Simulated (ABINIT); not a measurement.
A run of ABINIT 10.8.3 (patched build) is set up as follows.

Contents of run.abi:

```
ndtset 7
getwfk -1
scalecart1 3*0.9795861087
scalecart2 3*0.9864848297
scalecart3 3*0.9932883884
scalecart4 3*1.0000000000
scalecart5 3*1.0066227096
scalecart6 3*1.0131594038
scalecart7 3*1.0196128224

pp_dirpath "./"
pseudos "Al.GGA_PBE-JTH.xml"

acell 2.8635066922 2.8635066922 2.8635066922 Angstrom
rprim
     0.0000000000     0.7071067812     0.7071067812
     0.7071067812     0.0000000000     0.7071067812
     0.7071067812     0.7071067812     0.0000000000
ntypat 1
znucl 13
natom 1
typat 1
xred
     0.0000000000     0.0000000000     0.0000000000

ecut 20.0
pawecutdg 40.0

kptopt 1
ngkpt 11 11 11
nshiftk 1
shiftk 0.0 0.0 0.0

ixc -110131

nband 6
occopt 3
tsmear 0.05 eV

nstep 100
tolvrs 1.0e-9

iomode 3
prtwf 1
prtden 0
prteig 0
prtebands 0
enunit 1
```

Potentials or basis: JTH PAW PBE v2.0.

The run is started by

```sh
$ abinit run.abi > log 2>&1
```

(1) Predict the equilibrium volume.

(2) Predict the bulk modulus.

## Answers

(1) 16.15 Å³/atom.

(2) 87 GPa.

Caveat: pressures at fixed basis lie under the slope of the energies; the PAW data sets were made with another functional, which shifts forces and pressure a little.

**The experiment to reproduce.**

“The interpretation of polycrystalline coherent inelastic neutron scattering from aluminium”, 2013, pmc:3831299 quotes, for a bulk crystal of Al: bulk modulus 76.9 GPa.

A measured bulk modulus of Al is 76.9 GPa (quoted in “The interpretation of polycrystalline coherent inelastic neutron scattering from aluminium”, 2013, pmc:3831299); the calculated 87 GPa misses it by +13.2 %. The fit is for a static lattice scaled at fixed shape and fixed fractional positions. The cell as given is a measured one (16.60 Å³/atom); OLYP puts the equilibrium volume -2.7 % from it, thermal expansion not counted.
